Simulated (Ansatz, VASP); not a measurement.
# One calculation of C, two programs

INCAR

```
SYSTEM = C
PREC = Accurate
ENCUT = 520
EDIFF = 1E-6
ISMEAR = -1
SIGMA = 0.05
LREAL = .FALSE.
LASPH = .TRUE.
NELM = 80
ALGO = Normal
ISIF = 2
LWAVE = .FALSE.
LCHARG = .FALSE.
GGA = PS
NBANDS = 11
```

KPOINTS

```
regular mesh
0
G
  16 16 10
  0 0 0
```

File POSCAR:

```
C
1.0
    2.0918646667     -1.2078106333      0.0000000000
    2.0918646667      1.2078106333      0.0000000000
   -1.3560855000      0.0000000000      3.5028300000
C
2
Direct
    0.8333560000      0.8333560000      0.0000930000
    0.1666440000      0.1666440000      0.9999070000
```

Input for Ansatz:

```yaml
crystal:
  lattice:
    - [2.0918646666666665, -1.2078106333333334, 0.0]
    - [2.0918646666666665, 1.2078106333333334, 0.0]
    - [-1.3560855, 0.0, 3.50283]
  atoms:
    - { symbol: C, position: [0.833356, 0.833356, 9.3e-05] }
    - { symbol: C, position: [0.166644, 0.166644, 0.999907] }
basis:
  ecutwfc: 470.0
kpoints:
  mp_grid:
    grid: [16, 16, 10]
hamiltonian:
  xc: pbesol
  pseudopotentials:
    kind: paw
scf:
  occupations:
    method: fermi_dirac
    width: 0.05
output:
  stress: true
```

This is a stacking variant of graphite.

Alike in both runs: task single point; functional PBEsol; k mesh 16 × 16 × 10; occupations fermi-dirac, width 0.05 eV; no spin polarisation.

|  | VASP | Ansatz |
| --- | --- | --- |
| version | VASP 6.6.1 | Ansatz 0.2.0 |
| potentials or method | VASP PAW PBE potentials, release 64 (C) | plane waves, PAW |
| plane-wave cutoff (eV) | 520 | 470 |
| valence electrons in the cell | 8 | 8 |

```csv
,VASP,Ansatz,Ansatz less VASP
pressure (GPa),16.2,15.6,-0.67
largest component of the traceless stress (GPa),15.88,15.10,-0.780
```

Caveats: so large a pressure means that the cell lies far from this level's equilibrium, or that cutoff or potentials fall short (VASP); the potentials were made for another functional, which shifts forces and pressure (VASP); this functional lacks dispersion, which binds the layers, so the pressure and a relaxed spacing across them are unreliable.
